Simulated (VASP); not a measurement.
Write the native input for VASP 6.6.1 that does the following.

| Quantity | Value |
| --- | --- |
| Task | single point |
| Functional | PBEsol |
| Potentials or basis | VASP PAW PBE potentials, release 64 (Ba_sv, O) |
| Cutoff | 520 eV |
| k mesh | 14 × 14 × 14 |
| Occupations | gaussian, width 0.02 eV |
| Spin | no spin polarisation |
| Further INCAR settings | ALGO = Normal; EDIFF = 1e-07; NBANDS = 15 |

The structure of BaO lies in POSCAR:

```
BaO
1.0
    0.0000000000      2.7658300000      2.7658300000
    2.7658300000      0.0000000000      2.7658300000
    2.7658300000      2.7658300000      0.0000000000
Ba O
1 1
Direct
    0.0000000000      0.0000000000      0.0000000000
    0.5000000000      0.5000000000      0.5000000000
```

The cell is a database's computed one.

One way to write it, as run:

INCAR

```
SYSTEM = BaO
PREC     = Accurate       ! precision mode
ENCUT    = 520            ! plane-wave cutoff, eV
EDIFF    = 1E-7           ! SCF threshold, eV
ISMEAR   = 0              ! smearing method
SIGMA    = 0.02           ! smearing width, eV
LREAL    = .False.        ! projectors in reciprocal space
LASPH    = .True.         ! aspherical terms in the spheres
NELM     = 80             ! most SCF steps
ALGO     = Normal         ! electronic algorithm
ISIF     = 2              ! what is computed and relaxed
LWAVE    = .False.        ! write WAVECAR
LCHARG   = .True.         ! write CHGCAR
GGA      = PS             ! functional
LELF     = .True.         ! ELF
LVHAR    = .True.       
NBANDS   = 15             ! bands
```

KPOINTS

```
Automatic mesh
0
Gamma
  14 14 14
  0 0 0
```

Potentials or basis: VASP PAW PBE potentials, release 64 (Ba_sv, O).

Launch:

```sh
$ cat potpaw_PBE.64/Ba_sv/POTCAR potpaw_PBE.64/O/POTCAR > POTCAR
$ mpirun -np 1 vasp_std > vasp.out
```

It gave:

| Quantity | Value |
| --- | --- |
| Pressure | 0.1 GPa |
| Band gap on the k mesh | 1.85 eV, direct |

Caveat: the PAW data sets were made with another functional, which shifts forces and pressure a little; spin-orbit coupling is left out, which moves the levels of the heavy elements.

It took 60 s on 1 thread of Intel(R) Xeon(R) Platinum 8488C (Sapphire Rapids), on a shared host, peak memory 0.21 GiB.
